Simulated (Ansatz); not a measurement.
YN: do energies and stresses tell the same story?

The calculation used Ansatz, DFT PBEsol, scalar-relativistic, plane waves, PAW.

Settings: cutoff 420 eV, Γ-centred mesh 12×12×12 on the computed 2-atom cell, Gaussian smearing of 0.01 eV; no spin polarisation.

Relaxed cell: Fm-3m, a = 4.856 Å, b = 4.856 Å, c = 4.856 Å, α = 90.00°, β = 90.00°, γ = 90.00°, 2 atoms in the primitive cell.

Energies at zero smearing and pressures from the stress tensor, at volumes with shape and atoms relaxed:
| V (Å³/atom) | E − E(first) (meV/atom) | P (GPa) |
| --- | --- | --- |
| 12.598 | 0.00 | 28.57 |
| 13.028 | -64.33 | 19.65 |
| 13.457 | -106.54 | 12.03 |
| 13.887 | -129.85 | 5.56 |
| 14.316 | -137.10 | 0.00 |
| 14.746 | -130.56 | -4.76 |
| 15.175 | -112.18 | -8.83 |
| 15.748 | -72.27 | -13.35 |

Check P = −dE/dV between neighbouring volumes, and get the bulk modulus from the pressures alone.

With 1 eV/Å³ = 160.2 GPa:
```json
{"middle V (Å³/atom)": "12.813", "−ΔE/ΔV (GPa)": "23.996", "mean P (GPa)": "24.112"}
{"middle V (Å³/atom)": "13.243", "−ΔE/ΔV (GPa)": "15.746", "mean P (GPa)": "15.841"}
{"middle V (Å³/atom)": "13.672", "−ΔE/ΔV (GPa)": "8.696", "mean P (GPa)": "8.796"}
{"middle V (Å³/atom)": "14.102", "−ΔE/ΔV (GPa)": "2.706", "mean P (GPa)": "2.779"}
{"middle V (Å³/atom)": "14.531", "−ΔE/ΔV (GPa)": "-2.440", "mean P (GPa)": "-2.382"}
{"middle V (Å³/atom)": "14.961", "−ΔE/ΔV (GPa)": "-6.855", "mean P (GPa)": "-6.797"}
{"middle V (Å³/atom)": "15.462", "−ΔE/ΔV (GPa)": "-11.167", "mean P (GPa)": "-11.092"}
```

The two differ by 0.12 GPa at most. The mean of two end pressures misses the average over a step by about ΔV² P″/12, up to 0.12 GPa here; with that taken off 0.01 GPa remains. Around V = 14.316 Å³/atom, the two neighbours give B = −V ΔP/ΔV = 14.316 × 10.32 / 0.859 = 172.0 GPa, against B0 = 171.0 GPa from the Birch–Murnaghan fit of the energies.